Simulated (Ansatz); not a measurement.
## C: from a guess to a relaxed structure

Level of theory: DFT PBE, scalar-relativistic, plane waves, PAW (Ansatz 0.2.0). Cutoff 420 eV, Gaussian smearing, Γ-centred meshes. Cell and atoms relax first on a coarse mesh and then on a converged one. In between, the cell is made exact in the group found at 0.06 Å. The steps can't lower the symmetry of their start. No spin polarisation.

A trial structure of C was built thus: 4-connected net of one element (Imma, No. 74). Lengths were set from tabulated atomic sizes, so they are only a guess.

Space group Imma (No. 74). a = 2.597 Å, b = 4.252 Å, c = 4.366 Å, α = 90.00°, β = 90.00°, γ = 90.00°
| atom | site | symmetry | x | y | z |
| --- | --- | --- | --- | --- | --- |
| C | 8h | m.. | 0.0000 | 0.0711 | 0.8405 |

Energies count from the standard state of C at the same level.

Q: Describe the relaxed structure.

A: The symmetry stays Imma (No. 74). The volume per atom grows by 9.7 %, from 6.0 to 6.6 Å³. The shortest distance goes from 1.52 Å (C–C) to 1.50 Å (C–C). The energy falls by about 0.20 eV/atom (the start's value is from the coarse mesh). The end is written in a standard setting, so origin, axes and order of atoms can differ from the start's. Conventional cell: a = 2.547 Å, b = 4.939 Å, c = 4.204 Å. C has 4 C at 1.50–1.61 Å.

```xyz
4
Lattice="-1.2737 2.4697 2.1020 1.2737 -2.4697 2.1020 1.2737 2.4697 -2.1020" Properties=species:S:1:pos:R:3 pbc="T T T"
C     0.0000    0.4303    1.4889
C     1.2737    0.4303    0.6132
C     1.2737    2.0394    0.6132
C     0.0000    2.0394    1.4889
```

Q: Give its energy and gap.

A: The energy over the standard state is +0.498 eV/atom. The gap on the 10×10×10 mesh of the 4-atom cell is 2.72 eV.

It lies above the standard state, so it could only be metastable.

The last run used Gaussian smearing of 0.02 eV. Kohn–Sham gaps at this level usually fall short of measured ones. The reference form of C is held partly by dispersion forces, which this level lacks. A structure relaxed within its symmetry needn't be a true minimum. Another cell of C relaxed alike, in Fd-3m, lies 0.36 eV/atom lower, so this cell isn't the stable form at this level.
